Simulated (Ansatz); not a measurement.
**From the elastic tensor of SnO2 to moduli and sound speeds**

The calculation used DFT LDA, scalar-relativistic, plane waves, PAW in Ansatz 0.2.0. Settings: 420 eV plane-wave cutoff, Γ-centred 6×6×6 mesh, fixed occupations. No spin polarisation.

It takes space group P4_2/mnm (No. 136, tetragonal). The conventional cell has a = 4.722 Å, b = 4.722 Å, c = 3.190 Å, α = 90.00°, β = 90.00°, γ = 90.00°. Around Sn (site symmetry mmm) lie 6 O at 2.04 to 2.05 Å. O (site symmetry m2m) is surrounded by 3 Sn at 2.04 to 2.05 Å.

Relaxed-ion constants (GPa, on the Cartesian axes of the calculation):
```
430.5 155.5 155.5   0.0   0.0   0.0
155.5 418.8   9.8   0.0   0.0   0.0
155.5   9.8 418.8   0.0   0.0   0.0
  0.0   0.0   0.0  34.5   0.0   0.0
  0.0   0.0   0.0   0.0  94.5   0.0
  0.0   0.0   0.0   0.0   0.0  94.5
```

Density 7.035 g/cm³; 12 atoms in 142.29 Å³.

The values that follow are for a polycrystal of randomly turned grains, by Hill's mean where one number stands. In a crystal this anisotropic the Voigt and Reuss bounds lie far apart, so Hill's mean and the sound speeds and Debye temperature from it are rough.

With S = C⁻¹: B_V = (C11+C22+C33+2(C12+C13+C23))/9, G_V = (C11+C22+C33−C12−C13−C23+3(C44+C55+C66))/15, 1/B_R = S11+S22+S33+2(S12+S13+S23), 15/G_R = 4(S11+S22+S33−S12−S13−S23)+3(S44+S55+S66); Hill is their mean. Then v_l = √((B+4G/3)/ρ), v_t = √(G/ρ), v_m = [(2/v_t³+1/v_l³)/3]^(−1/3) and Θ = (ħ/k_B)·v_m·(6π²n/V)^(1/3) for n atoms in the volume V; E = 9BG/(3B+G), ν = (3B−2G)/(2(3B+G)) and A^U = 5G_V/G_R + B_V/B_R − 6.

```
Bulk modulus, Voigt / Reuss / Hill          : 212.2 / 203.9 / 208.0 GPa
Shear modulus, Voigt / Reuss / Hill         : 107.8 / 77.6 / 92.7 GPa
Young's modulus                             : 242 GPa
Poisson ratio                               : 0.306
Pugh ratio B/G                              : 2.24
Universal anisotropy index                  : 1.99
Longitudinal and transverse sound speeds    : 6866 and 3630 m/s
Debye temperature from the mean sound speed : 530 K
```

Cost: 1 run of about 9.2 core-minutes, on AMD EPYC 7R43 (Zen 3) (shared hosts).

The anisotropy lies mainly in shear: the Voigt and Reuss bounds nearly agree for the bulk modulus but not for the shear modulus. The tensor has its tetragonal axis along x, and the doubled cell and the very small C23 of 9.8 GPa suggest that y and z run along the ⟨110⟩ directions of rutile. The soft 34.5 GPa constant is then the orthorhombic shear, (C11−C12)/2 in the conventional setting. It is soft because the edge-sharing chains of octahedra can rotate about c, hinging at the shared oxygens with little change in Sn–O length. Stretching along c or ⟨110⟩ instead strains the stiff polar-covalent bonds directly. The same rotation drives the known pressure-induced transition from rutile to the CaCl2 type, so this constant is the natural one to follow under compression. The tensor is positive definite, which supports stability against small homogeneous strains at this geometry only. The Pugh ratio of 2.24 shouldn't be read as ductility, since plasticity in such an oxide depends on dislocation motion and fracture.
